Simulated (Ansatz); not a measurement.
**Co (diamond type): a single-point run**

Aim: a sound single-point run of Co (diamond type). The structure is shown as the input types it.

Method: DFT, PBE, all-electron PAW with datasets made for the crystal, scalar-relativistic, in Ansatz 0.2.0.

### 1 The starting structure

Symmetry: Fd-3m, No. 227, cubic system. The conventional cell has a = 5.178 Å, b = 5.178 Å, c = 5.178 Å, α = 90.00°, β = 90.00°, γ = 90.00°. Around Co (site symmetry -43m) lie 4 Co at 2.24 Å.

As a file:

```xyz
2
Lattice="0.0000 2.5891 2.5891 2.5891 0.0000 2.5891 2.5891 2.5891 0.0000" Properties=species:S:1:pos:R:3 pbc="T T T"
Co    0.0000    0.0000    0.0000
Co    1.2945    1.2945    1.2945
```

### 2 Running it

input.yaml reads:

```yaml
crystal:
  lattice:
    - [0.0, 2.5890946815, 2.5890946815]
    - [2.5890946815, 0.0, 2.5890946815]
    - [2.5890946815, 2.5890946815, 0.0]
  atoms:
    - { symbol: Co, position: [0.0, 0.0, 0.0], spin: 2.0 }
    - { symbol: Co, position: [0.25, 0.25, 0.25], spin: 2.0 }
magnetization:
  spin_polarized: true
kpoints:
  mp_grid: { grid: [12, 12, 12], kspacing: 0.3 }
scf:
  occupations: { method: fermi_dirac, width: 0.05 }
  max_iter: 50
hamiltonian:
  xc: pbe
  pseudopotentials: { kind: all_electron, datasets: crystal }
output:
  forces: true
  stress: true
  eigenvalues: true
  efg: { contact_densities: true }
```

Started as:

```sh
> ansatz run input.yaml --threads 1 --pin off --max-ram 3072MiB --backend cpu --events-out ev --progress --plain --runs-dir out
```

**Question.** How will this run end, and is anything wrong with its input?

The program refused the input before any cycle. It says: «invalid value for `kpoints.mp_grid.kspacing`: mutually exclusive with `grid` — set one or the other»

Look at the input: kpoints.mp_grid.kspacing is 0.3. The k-point mesh is ill-defined.

The cure: delete kpoints.mp_grid.kspacing.
